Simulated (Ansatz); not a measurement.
# WC: the cost of one run

Method: DFT PBE, scalar-relativistic, plane waves, PAW, in Ansatz 0.2.0.

1 further run of the same task is left out (set aside as unsound or not needed). Runs told in other sessions of the task aren't counted.

## (1) The structure to begin with

It takes space group P-6m2 (No. 187, hexagonal). The conventional cell has a = 2.922 Å, b = 2.922 Å, c = 2.847 Å, α = 90.00°, β = 90.00°, γ = 120.00°. Around W (site symmetry -6m2) lie 6 C at 2.21 Å. C (site symmetry -6m2) has 6 W at 2.21 Å in its first shell of neighbours.

Coordinates:

```xyz
2
Lattice="2.9222 0.0000 0.0000 -1.4611 2.5307 0.0000 0.0000 0.0000 2.8465" Properties=species:S:1:pos:R:3 pbc="T T T"
W     0.0000    0.0000    0.0000
C     1.4611    0.8436    1.4233
```

The cell was relaxed beforehand at this level, from a generated guess; it needn't be the stable form of this composition. At a tolerance of 0.05 Å it has space group P-6m2 (No. 187); it has 10.53 Å³/atom, an uncorrected energy of -0.15 eV/atom over the elements.

## (2) Electronic structure at the relaxed geometry

input.yaml

```yaml
crystal:
  lattice:
    - [2.9222431135, 0.0, 0.0]
    - [-1.4611215567, 2.5307367724, 0.0]
    - [0.0, 0.0, 2.8465286936]
  atoms:
    - { symbol: W, position: [0.0, 0.0, 0.0] }
    - { symbol: C, position: [0.6666666667, 0.3333333333, 0.5] }
basis:
  ecutwfc: 420
kpoints:
  mp_grid: { grid: [24, 24, 20] }
  band_path:
    path:
      - [[0.0, 0.0, 0.0], [0.5, 0.0, 0.0], [0.33333333, 0.33333333, 0.0], [0.0, 0.0, 0.0], [0.0, 0.0, 0.5], [0.5, 0.0, 0.5], [0.33333333, 0.33333333, 0.5], [0.0, 0.0, 0.5]]
      - [[0.5, 0.0, 0.5], [0.5, 0.0, 0.0]]
      - [[0.33333333, 0.33333333, 0.5], [0.33333333, 0.33333333, 0.0]]
    npoints: 14
hamiltonian:
  xc: pbe
scf:
  occupations: { method: gaussian, width: 0.1 }
  n_extra_bands: 6
output:
  forces: true
  stress: true
  eigenvalues: true
  populations: true
  dos: { projected: true, de: 0.02, nscf_kmesh: { grid: [29, 29, 24] } }
  bader: true
```

Started as:

```console
ansatz run input.yaml --threads 1 --pin off --max-ram 2560MiB --backend cpu --events-out ev --progress --plain --runs-dir out
```

**Question.** How long does this run take on 1 thread of AMD EPYC (Zen 3), shared host, and how much memory does it need?

About 2.2 min, with a peak of 0.54 GiB.
